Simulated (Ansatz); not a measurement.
BaHfO3:

```
Hf Ba O
1.0
     4.16957    0.00000    0.00000
     0.00000    4.16957    0.00000
     0.00000    0.00000    4.17038
Hf Ba O
1 1 3
Direct
  0.00000 0.00000 0.49788
  0.50000 0.50000 0.99642
  0.00000 0.00000 0.99794
  0.50000 0.00000 0.49889
  0.00000 0.50000 0.49889
```

The cell comes from a database or a generator and needn't be the stable form of this composition.

* Program: Ansatz 0.2.0
* Task: single point
* Functional: PBE
* Potentials or basis: Ansatz PAW
* Cutoff: 420 eV (not typed: the program's choice for these potentials)
* k mesh: 7 × 7 × 7
* Occupations: fermi-dirac, width 0.05 eV
* Spin: no spin polarisation

On this cell: pressure 4.3 GPa; largest force 0.020 eV/Å; band gap on the k mesh 3.73 eV, indirect (least direct gap 3.78 eV).

The same run follows on a disturbed copy (atoms moved at random, drawn with an rms of 0.05 Å):

```
Hf Ba O
1.0
     4.16957    0.00000    0.00000
     0.00000    4.16957    0.00000
     0.00000    0.00000    4.17038
Hf Ba O
1 1 3
Direct
  0.99778 0.99903 0.48749
  0.50797 0.49987 0.00176
  0.99935 0.99911 0.00080
  0.48667 0.99627 0.49936
  0.99873 0.50433 0.50994
```

Q: What changes?

A: The energy moves by +9.4 meV/atom; pressure 4.6 GPa; largest force 0.760 eV/Å; band gap on the k mesh 3.75 eV, indirect (least direct gap 3.81 eV).

Forces in eV/Å, atoms in the order of the input:
```
Hf  -0.131  0.141  0.619
Ba  -0.220  0.016 -0.224
O   -0.202  0.082 -0.235
O    0.751  0.110 -0.026
O   -0.198 -0.349 -0.135
```

Stress tensor (GPa, compression positive):
```
 4.71  0.03  0.06
 0.03  4.28 -0.01
 0.06 -0.01  4.93
```

Caveats: odd divisions of the mesh miss points on the zone boundary, where band edges often lie, so the gap on the mesh can be too wide; spin-orbit coupling is left out, which moves the levels of the heavy elements.

A k mesh can miss the band edges.
